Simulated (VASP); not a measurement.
**Si in VASP: one cell, several levels of theory**

One table from this session's results is given with a row withheld; the runs are named, their logs left out.

The runs shown are made with VASP 6.6.1. PAW datasets, plane waves. The values are computed, spin-unpolarised, and not measurements.

### The system as given

The cell comes from an earlier relaxation with r2SCAN in another program.

Space group Fd-3m (No. 227), cubic; a = 5.444 Å in the conventional setting, 20.17 Å³ an atom. Si has 4 Si at 2.36 Å.

Coordinates:

```
CELL_PARAMETERS angstrom
0.00000 2.72212 2.72212
2.72212 0.00000 2.72212
2.72212 2.72212 0.00000
ATOMIC_POSITIONS crystal
Si 0.00000 0.00000 0.00000
Si 0.25000 0.25000 0.25000
```

The first run:

The input, INCAR:

```
ENCUT = 520.000000
SIGMA = 0.020000
EDIFF = 1.00e-07
GGA = PE
PREC = Accurate
IBRION = -1
ISIF = 2
ISMEAR = -1
NBANDS = 11
NELM = 120
NSW = 0
LASPH = .TRUE.
LCHARG = .FALSE.
LWAVE = .FALSE.
LREAL = .FALSE.
```

The input, KPOINTS:

```
KPOINTS created by Atomic Simulation Environment
0
Gamma
8 8 8
0 0 0
```

The input, KPOINTS_OPT:

```
special points
7
Reciprocal
0.0000000000 0.0000000000 0.0000000000 1
0.5000000000 0.0000000000 0.5000000000 1
0.5000000000 0.2500000000 0.7500000000 1
0.3750000000 0.3750000000 0.7500000000 1
0.5000000000 0.5000000000 0.5000000000 1
0.6250000000 0.2500000000 0.6250000000 1
0.4000000000 0.0000000000 0.4000000000 1
```

The input, POSCAR:

```
Si
 1.0000000000000000
     0.0000000000000000    2.7221188960354810    2.7221188960354810
     2.7221188960354810   -0.0000000000000000    2.7221188960354810
     2.7221188960354810    2.7221188960354810   -0.0000000000000000
 Si
   2
Cartesian
 -0.0000000000000000  0.0000000000000000 -0.0000000000000000
  1.3610594480177407  1.3610594480177407  1.3610594480177407
```

Potentials: the recommended PBE PAW datasets, 8 valence electrons in the neutral cell.

Run with:

```sh
> mpirun -np 1 vasp_std
```

Steps of the session up to this table: PBE; r2SCAN at this geometry; LDA; Single point with PBEsol; Dielectric tensor and Born charges, PBE.

One of the session's tables, all rows but one given; the rest of the session is left out.

| level | gap (eV) | Ansatz: gap (eV) |
| --- | --- | --- |
| PBE | 0.59 | 0.59 |
| r2SCAN | 0.79 | 0.78 |
| LDA | 0.49 | 0.49 |
| PBEsol | ? | ? |

**Question.** Estimate the row for PBEsol.

The run gave: gap (eV): 0.48; Ansatz: gap (eV): 0.48. In the column «gap (eV)» it is the lowest.
